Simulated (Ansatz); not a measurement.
Zinc-blende AlSb was calculated with PBE0 (PAW; Ansatz, a first-principles code).

Run with plane-wave cutoff 460 eV, 8×8×8 k mesh, Fermi–Dirac smearing 0.01 eV, scalar-relativistic PAW data made under PBE.

Cell (relaxed at this level):

```xyz
2
Lattice="0.0000 3.0827 3.0827 3.0827 0.0000 3.0827 3.0827 3.0827 0.0000" Properties=species:S:1:pos:R:3 pbc="T T T"
Al     0.0000     0.0000     0.0000
Sb     1.5413     1.5413     1.5413
```

### Question
Give the computed band gap, bulk modulus and width of the whole s-p valence band.

### Answer

- band gap: 2.38 eV
- bulk modulus: 57.1 GPa
- width of the whole s-p valence band: 11.87 eV

Measured, for comparison: band gap 1.73 eV (zero-point renormalisation of 35 meV (experimental, the table's column) added back here, indirect; inputs from Miglio et al. (2020), arXiv:2011.12765); bulk modulus 58.2 GPa (temperature not stated, not corrected to a static lattice; as tabulated in Toher et al. (2017), arXiv:1611.05714). Computed (rounded) less measured: bulk modulus -2 %.

Spin–orbit coupling is not included; with these elements it can move the gap by several tenths of an eV or more.
